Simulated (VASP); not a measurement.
# PbSe (Cmcm) in VASP: notebook

Runs on PbSe. Level: PBE. Tasks: single point.

All numbers are computed with VASP 6.6.1; they aren't measurements. Logs are shortened: lines on timing, memory, paths and dates and some standing lists are left out, and cuts for length are marked.

## Step 1: The cell of the first run

Symmetry: Cmcm, No. 63, orthorhombic system. The conventional cell has a = 4.733 Å, b = 12.192 Å, c = 4.551 Å, α = 90.00°, β = 90.00°, γ = 90.00°. Pb (site symmetry m2m) is surrounded by 1 Se at 2.85 Å. Se (site symmetry m2m) has 1 Pb at 2.85 Å as nearest neighbours.

Measurements of this composition are mostly on another form, of space group No. 225.

## Step 2: Single point, PBE (strained and moved within the space group)

INCAR reads:

```
  PREC = Accurate
  ENCUT = 520
  EDIFF = 1E-7
  ISMEAR = 0
  SIGMA = 0.02
  LREAL = False
  LASPH = True
  NELM = 100
  ALGO = Fast
  ISIF = 2
  LWAVE = False
  LCHARG = False
  GGA = PE
  NBANDS = 28
```

KPOINTS reads:

```
Automatic mesh
0
Gamma
  8 8 6
```

POSCAR reads:

```
PbSe
1.0
    2.3664639224     -6.0958555370      0.0000000000
    2.3664639224      6.0958555370      0.0000000000
    0.0000000000      0.0000000000      4.5510747247
Pb Se
2 2
Direct
    0.6284378756      0.3715621244      0.7500000000
    0.3715621244      0.6284378756      0.2500000000
    0.8622484343      0.1377515657      0.7500000000
    0.1377515657      0.8622484343      0.2500000000
```

Potentials or basis: VASP PAW PBE potentials, release 64 (Pb_d, Se).

Launch:

```sh
$ cat potpaw_PBE.64/Pb_d/POTCAR potpaw_PBE.64/Se/POTCAR > POTCAR
$ mpirun -np 1 vasp_std > vasp.out
```

OUTCAR:

```text
PREC = Accurate
   ENCUT = 520
   EDIFF = 1E-7
   ISMEAR = 0
   LREAL = False
   LASPH = True
   NELM = 100
   ISIF = 2
   GGA = PE

 ion  position               nearest neighbor table
   1  0.628  0.372  0.750-   3 2.85   4 3.28   4 3.28   4 3.28   4 3.28   2 3.87   2 3.87
   2  0.372  0.628  0.250-   4 2.85   3 3.28   3 3.28   3 3.28   3 3.28   1 3.87   1 3.87
   3  0.862  0.138  0.750-   1 2.85   2 3.28   2 3.28   2 3.28   2 3.28
   4  0.138  0.862  0.250-   2 2.85   1 3.28   1 3.28   1 3.28   1 3.28

  LATTYP: Found a base centered orthorhombic cell.
 ALAT       =     4.7329278448
 B/A-ratio  =     2.5759342787
 C/A-ratio  =     0.9615770352

  Lattice vectors:

 A1 = (   2.3664639224,  -6.0958555370,   0.0000000000)
 A2 = (   2.3664639224,   6.0958555370,   0.0000000000)
 A3 = (   0.0000000000,   0.0000000000,   4.5510747247)

Analysis of symmetry for initial positions (statically):
=====================================================================
 Subroutine PRICEL returns:
 Original cell was already a primitive cell.

 Routine SETGRP: Setting up the symmetry group for a
 base centered orthorhombic supercell.

 Subroutine GETGRP returns: Found  8 space group operations
 (whereof  4 operations were pure point group operations)
 out of a pool of  8 trial point group operations.

The static configuration has the point symmetry C_2h.
 The point group associated with its full space group is D_2h.

Analysis of symmetry for dynamics (positions and initial velocities):
=====================================================================
 Subroutine PRICEL returns:
 Original cell was already a primitive cell.

 Routine SETGRP: Setting up the symmetry group for a
 base centered orthorhombic supercell.

 Subroutine GETGRP returns: Found  8 space group operations
 (whereof  4 operations were pure point group operations)
 out of a pool of  8 trial point group operations.

The dynamic configuration has the point symmetry C_2h.
 The point group associated with its full space group is D_2h.

 Subroutine INISYM returns: Found  8 space group operations
 (whereof  4 operations are pure point group operations),
 and found     1 'primitive' translations

----------------------------------------------------------------------------------------

                                     Primitive cell

  volume of cell :     131.3042

  direct lattice vectors                    reciprocal lattice vectors
     2.366463922 -6.095855537  0.000000000     0.211285706 -0.082022941  0.000000000
     2.366463922  6.095855537  0.000000000     0.211285706  0.082022941  0.000000000
     0.000000000  0.000000000  4.551074725     0.000000000  0.000000000  0.219728319

  length of vectors
     6.539082980  6.539082980  4.551074725     0.226648213  0.226648213  0.219728319

  position of ions in fractional coordinates (direct lattice)
     0.628437876  0.371562124  0.750000000
     0.371562124  0.628437876  0.250000000
     0.862248434  0.137751566  0.750000000
     0.137751566  0.862248434  0.250000000

  ion indices of the primitive-cell ions
   primitive index   ion index
                 1           1
                 2           2
                 3           3
                 4           4

----------------------------------------------------------------------------------------

 KPOINTS: Automatic mesh

Automatic generation of k-mesh.
 Grid dimensions read from file:
 generate k-points for:    8    8    6

 Generating k-lattice:

  Cartesian coordinates                     Fractional coordinates (reciprocal lattice)
     0.026410713 -0.010252868  0.000000000     0.125000000 -0.000000000  0.000000000
     0.026410713  0.010252868  0.000000000    -0.000000000  0.125000000  0.000000000
     0.000000000  0.000000000  0.036621387     0.000000000  0.000000000  0.166666667

  Length of vectors
     0.028331027  0.028331027  0.036621387

  Shift w.r.t. Gamma in fractional coordinates (k-lattice)
     0.000000000  0.000000000  0.000000000

 Subroutine IBZKPT returns following result:
 ===========================================

 Found     84 irreducible k-points:

 Following reciprocal coordinates:
            Coordinates               Weight
  0.000000  0.000000  0.000000      1.000000
  0.125000  0.000000  0.000000      4.000000
  0.250000  0.000000  0.000000      4.000000
  0.375000  0.000000  0.000000      4.000000
  0.500000  0.000000  0.000000      2.000000
  0.125000  0.125000  0.000000      2.000000
[... 16 lines left out ...]
  0.125000  0.000000  0.166667      8.000000
  0.250000  0.000000  0.166667      8.000000
 [... further k-points ...]
   k-points           NKPTS =     84   k-points in BZ     NKDIM =     84   number of bands    NBANDS=     28
   number of dos      NEDOS =    301   number of ions     NIONS =      4
   total plane-waves  NPLWV =  90000
   dimension x,y,z NGX =    50 NGY =   50 NGZ =   36
   dimension x,y,z NGXF=   100 NGYF=  100 NGZF=   72
   ions per type =               2   2
   NGX,Y,Z   is equivalent  to a cutoff of  12.71, 12.71, 13.15 a.u.
   NGXF,Y,Z  is equivalent  to a cutoff of  25.42, 25.42, 26.30 a.u.
 SYSTEM =  unknown system
   PREC   = accura    normal or accurate (medium, high low for compatibility)
   ISTART =      0    job   : 0-new  1-cont  2-samecut
   ICHARG =      2    charge: 1-file 2-atom 10-const
   ISPIN  =      1    spin polarized calculation?
   LNONCOLLINEAR =      F non collinear calculations
   LSORBIT =      F    spin-orbit coupling
   LASPH  =      T    aspherical Exc in radial PAW
   ENCUT  =  520.0 eV  38.22 Ry    6.18 a.u.  12.16 12.16  8.46*2*pi/ulx,y,z
   NELM   =    100;   NELMIN=  2; NELMDL= -5     # of ELM steps
   EDIFF  = 0.1E-06   stopping-criterion for ELM
   LREAL  =      F    real-space projection
   EDIFFG = 0.1E-05   stopping-criterion for IOM
   NSW    =      0    number of steps for IOM
   IBRION =     -1    ionic relax: 0-MD 1-quasi-New 2-CG
   NFREE  =      0    steps in history (QN), initial steepest desc. (CG)
   ISIF   =      2    stress and relaxation
   ISYM   =      2    0-nonsym 1-usesym 2-fastsym
   POTIM  = 0.5000    time-step for ionic-motion
   TEBEG  =    0.0;   TEEND  =   0.0 temperature during run
   PSTRESS=    0.0 pullay stress
   NELECT =      40.0000    total number of electrons
   NUPDOWN=      -1.0000    fix difference up-down
   EMIN   =  10.00;   EMAX   =-10.00  energy-range for DOS
   EFERMI =   0.00;   METHOD = LEGACY
   ISMEAR =     0;   SIGMA  =   0.02  broadening in eV -4-tet -1-fermi 0-gaus
   EFERMI_NEDOS =   21; number of points for ismear=-14 and -15
   IALGO  =     68    algorithm
   IMIX   =      4    mixing-type and parameters
     AMIX     =   0.40;   BMIX     =  1.00
     AMIX_MAG =   1.60;   BMIX_MAG =  1.00
  volume/ion in A,a.u.               =      32.83       221.52
  Fermi-wavevector in a.u.,A,eV,Ry     =   1.101544  2.081617 16.509309  1.213400
  Thomas-Fermi vector in A             =   2.237973
   LORBIT       =      0    0 simple, 1 ext, 2 COOP (PROOUT), +10 PAW based schemes
   GGA     = PE    functional components
   LHFCALC =     F    Hartree Fock is set to
   AEXX    =    0.0000 exact exchange contribution
   IVDW    =     0    specifies the selected vdW correction
   LEPSILON=     F    determine dielectric tensor
   LRPA    =     F    only Hartree local field effects (RPA)
 non-spin polarized calculation
 RMM-DIIS sequential band-by-band and
 Gauss-broadening in eV      SIGMA  =   0.02
  energy-cutoff  :      520.00
  volume of cell :      131.30
 maximum number of plane-waves:      3567
 NGX is ok and might be reduce to    50
   NGX = 25   NGY = 25   NGZ = 17

 number of electron      40.0000003 magnetization

 Free energy of the ion-electron system (eV)
  ---------------------------------------------------
  ext. energy  EPLUGINS =         0.00000000
  ---------------------------------------------------
  free energy    TOTEN  =       -15.94063437 eV

  energy without entropy =      -15.94063437  energy(sigma->0) =      -15.94063437

 E-fermi :   3.2488     XC(G=0):  -8.9480

 val. band max:        3.1016167652   @ k =   0.2500   0.1250   0.0000
 cond. band min:       4.0775992811   @ k =   0.5000   0.5000   0.3333
 fundamental gap:      0.9759825159
 Fermi energy:         3.2488001590

 k-point     1 :       0.0000    0.0000    0.0000
  band No.  band energies     occupation
      1     -13.2986      2.00000
      2     -13.2735      2.00000
      3     -13.2653      2.00000
      4     -13.2570      2.00000
      5     -13.2559      2.00000
      6     -13.2547      2.00000
[... 20 lines left out ...]
     27       8.8609      0.00000
     28      10.3244      0.00000

 k-point     2 :       0.1250    0.0000    0.0000
  band No.  band energies     occupation
      1     -13.2964      2.00000
      2     -13.2728      2.00000
      3     -13.2654      2.00000
      4     -13.2579      2.00000
      5     -13.2540      2.00000
      6     -13.2537      2.00000
[... 20 lines left out ...]
     27       9.0033      0.00000
     28      10.3538      0.00000

 k-point     3 :       0.2500    0.0000    0.0000
  band No.  band energies     occupation
      1     -13.2910      2.00000
      2     -13.2709      2.00000
      3     -13.2662      2.00000
      4     -13.2616      2.00000
      5     -13.2518      2.00000
      6     -13.2482      2.00000
[... 20 lines left out ...]
     27       9.5230      0.00000
     28      10.6491      0.00000

 k-point     4 :       0.3750    0.0000    0.0000
  band No.  band energies     occupation
      1     -13.2850      2.00000
      2     -13.2689      2.00000
      3     -13.2676      2.00000
      4     -13.2650      2.00000
      5     -13.2493      2.00000
      6     -13.2445      2.00000
[... 578 lines left out ...]
     27       8.7032      0.00000
     28      10.8877      0.00000

 k-point    23 :       0.1250    0.0000    0.1667
  band No.  band energies     occupation
      1     -13.2889      2.00000
      2     -13.2706      2.00000
      3     -13.2672      2.00000
      4     -13.2631      2.00000
      5     -13.2603      2.00000
      6     -13.2444      2.00000
[... 20 lines left out ...]
     27       9.1489      0.00000
     28      10.9464      0.00000

 k-point    24 :       0.2500    0.0000    0.1667
  band No.  band energies     occupation
      1     -13.2860      2.00000
      2     -13.2701      2.00000
      3     -13.2672      2.00000
      4     -13.2652      2.00000
      5     -13.2613      2.00000
      6     -13.2400      2.00000
[... 20 lines left out ...]
     27       9.9511      0.00000
     28      10.6595      0.00000

 [... further k-points ...]
[... 5 lines left out ...]
  --------------------------------------------------------------------------------------
  -------------------------------------------------------------------------------------
  Total       -4.8366274     -1.2326037     -2.8296313      0.0000000     -0.0000000      0.0000000
  in kB      -59.0166693    -15.0402669    -34.5272444      0.0000000     -0.0000000      0.0000000
  external PRESSURE =     -36.1947269 kB  Pullay stress =       0.0000000 kB

 VOLUME and BASIS-vectors are now :
 -----------------------------------------------------------------------------
  energy-cutoff  :      520.00
  volume of cell :      131.30
      direct lattice vectors                 reciprocal lattice vectors
     2.366463922 -6.095855537  0.000000000     0.211285706 -0.082022941  0.000000000
     2.366463922  6.095855537  0.000000000     0.211285706  0.082022941  0.000000000
     0.000000000  0.000000000  4.551074725     0.000000000  0.000000000  0.219728319

 POSITION                                       TOTAL-FORCE (eV/Angst)
 -----------------------------------------------------------------------------------
      2.36646     -1.56588      3.41331         0.000000     -0.372307      0.000000
      2.36646      1.56588      1.13777         0.000000      0.372307      0.000000
      2.36646     -4.41643      3.41331         0.000000      0.141329     -0.000000
      2.36646      4.41643      1.13777         0.000000     -0.141329     -0.000000
 -----------------------------------------------------------------------------------
    total drift:                                0.000000      0.000000      0.000000

  FREE ENERGIE OF THE ION-ELECTRON SYSTEM (eV)
  ---------------------------------------------------
  free  energy   TOTEN  =       -15.9406343651 eV

  energy  without entropy=      -15.9406343651  energy(sigma->0) =      -15.94063437
```

Wall time 7.2 min (1 thread of AMD EPYC 9R45 (Zen 5), shared host); peak memory 0.43 GiB.

Results:

```yaml
Free_energy: -15.9406 eV
Pressure: -3.6 GPa
Largest_force: 0.372 eV/Å
Band_gap_on_the_k_mesh: 0.98 eV, indirect (least direct gap 1.19 eV)
```

Forces on the atoms (eV/Å):
```
Pb   0.000 -0.372  0.000
Pb   0.000  0.372  0.000
Se   0.000  0.141  0.000
Se   0.000 -0.141  0.000
```

Caveat: spin-orbit coupling is left out, which as a rule narrows the gap of such compounds by several tenths of an eV. A k mesh can miss the band edges.

## Step 3: Single point, PBE (strained and moved within the space group)

INCAR reads:

```
PREC = Accurate
ENCUT = 520
EDIFF = 1E-7
ISMEAR = 0
SIGMA = 0.02
LREAL = F
LASPH = T
NELM = 100
ALGO = Fast
ISIF = 2
LWAVE = F
LCHARG = T
GGA = PE
LELF = T
LVHAR = T
NBANDS = 28
```

KPOINTS reads:

```
regular mesh
0
Gamma
  8 8 6
```

POSCAR reads:

```
PbSe
1.0
    2.1189547972     -5.8625815192      0.0000000000
    2.1189547972      5.8625815192      0.0000000000
    0.0000000000      0.0000000000      4.3979777459
Pb Se
2 2
Direct
    0.6192670601      0.3807329399      0.7500000000
    0.3807329399      0.6192670601      0.2500000000
    0.8732444182      0.1267555818      0.7500000000
    0.1267555818      0.8732444182      0.2500000000
```

Potentials or basis: VASP PAW PBE potentials, release 64 (Pb_d, Se).

Launch:

```sh
$ cat potpaw_PBE.64/Pb_d/POTCAR potpaw_PBE.64/Se/POTCAR > POTCAR
$ mpirun -np 1 vasp_std > vasp.out
```

OUTCAR:

```text
PREC = Accurate
   ENCUT = 520
   EDIFF = 1E-7
   ISMEAR = 0
   LREAL = F
   LASPH = T
   NELM = 100
   ISIF = 2
   GGA = PE

 ion  position               nearest neighbor table
   1  0.619  0.381  0.750-   3 2.98   4 3.06   4 3.06   4 3.06   4 3.06   2 3.56   2 3.56
   2  0.381  0.619  0.250-   4 2.98   3 3.06   3 3.06   3 3.06   3 3.06   1 3.56   1 3.56
   3  0.873  0.127  0.750-   1 2.98   2 3.06   2 3.06   2 3.06   2 3.06
   4  0.127  0.873  0.250-   2 2.98   1 3.06   1 3.06   1 3.06   1 3.06

[... 943 lines left out ...]
     28      12.8992      0.00000

 [... further k-points ...]
[... 5 lines left out ...]
  --------------------------------------------------------------------------------------
  -------------------------------------------------------------------------------------
  Total        1.6622549      0.6423889      2.6125389      0.0000000      0.0000000      0.0000000
  in kB       24.3733145      9.4192213     38.3071403      0.0000000      0.0000000      0.0000000
  external PRESSURE =      24.0332254 kB  Pullay stress =       0.0000000 kB

 VOLUME and BASIS-vectors are now :
 -----------------------------------------------------------------------------
  energy-cutoff  :      520.00
  volume of cell :      109.27
      direct lattice vectors                 reciprocal lattice vectors
     2.118954797 -5.862581519  0.000000000     0.235965392 -0.085286661  0.000000000
     2.118954797  5.862581519  0.000000000     0.235965392  0.085286661  0.000000000
     0.000000000  0.000000000  4.397977746     0.000000000  0.000000000  0.227377231

 POSITION                                       TOTAL-FORCE (eV/Angst)
 -----------------------------------------------------------------------------------
      2.11895     -1.39843      3.29848         0.000000     -0.531060      0.000000
      2.11895      1.39843      1.09949         0.000000      0.531060     -0.000000
      2.11895     -4.37635      3.29848         0.000000      0.454236     -0.000000
      2.11895      4.37635      1.09949         0.000000     -0.454236     -0.000000
 -----------------------------------------------------------------------------------
    total drift:                                0.000000     -0.000000      0.000000

  FREE ENERGIE OF THE ION-ELECTRON SYSTEM (eV)
  ---------------------------------------------------
  free  energy   TOTEN  =       -16.0177892624 eV

  energy  without entropy=      -16.0177892624  energy(sigma->0) =      -16.01778926
```

Run time: 3.9 min. Hardware: 1 thread of AMD EPYC 9R45 (Zen 5), shared host; peak memory 0.38 GiB.

What came out:

| Property | Result |
| --- | --- |
| Free energy | -16.0178 eV |
| Pressure | 2.4 GPa |
| Largest force | 0.531 eV/Å |
| Band gap on the k mesh | 0.70 eV, indirect (least direct gap 0.91 eV) |

Forces on the atoms (eV/Å):
```
Pb   0.000 -0.531  0.000
Pb   0.000  0.531  0.000
Se   0.000  0.454  0.000
Se   0.000 -0.454  0.000
```

Stress tensor (GPa, compression positive):
```
2.44 0.00 0.00
0.00 0.94 0.00
0.00 0.00 3.83
```

Levels at points of the mesh, in eV from the valence-band top:
```csv
k point,band 16,band 17,band 18,band 19,band 20,band 21,band 22,band 23,band 24,band 25
"(0.00, 0.00, 0.00)",-3.18,-2.13,-2.07,-1.44,-0.61,3.72,4.41,4.93,4.96,5.20
"(0.50, 0.00, 0.00)",-1.95,-1.48,-0.88,-0.74,-0.08,1.26,1.29,1.56,2.44,2.83
"(0.50, 0.50, 0.00)",-2.44,-2.36,-1.24,-1.24,-1.12,1.10,3.68,4.15,4.72,5.05
"(0.00, 0.00, 0.50)",-2.99,-1.02,-1.02,0.00,0.00,1.26,1.26,2.16,2.16,4.90
"(0.50, 0.00, 0.50)",-4.27,-3.68,-3.68,-1.20,-1.20,2.72,2.72,5.85,5.85,6.00
"(0.50, 0.50, 0.50)",-1.22,-0.81,-0.81,-0.55,-0.55,0.98,0.98,2.80,2.80,3.24
```

Caveat: spin-orbit coupling is left out, which as a rule narrows the gap of such compounds by several tenths of an eV.

(Part 1 of 2 ends here.)
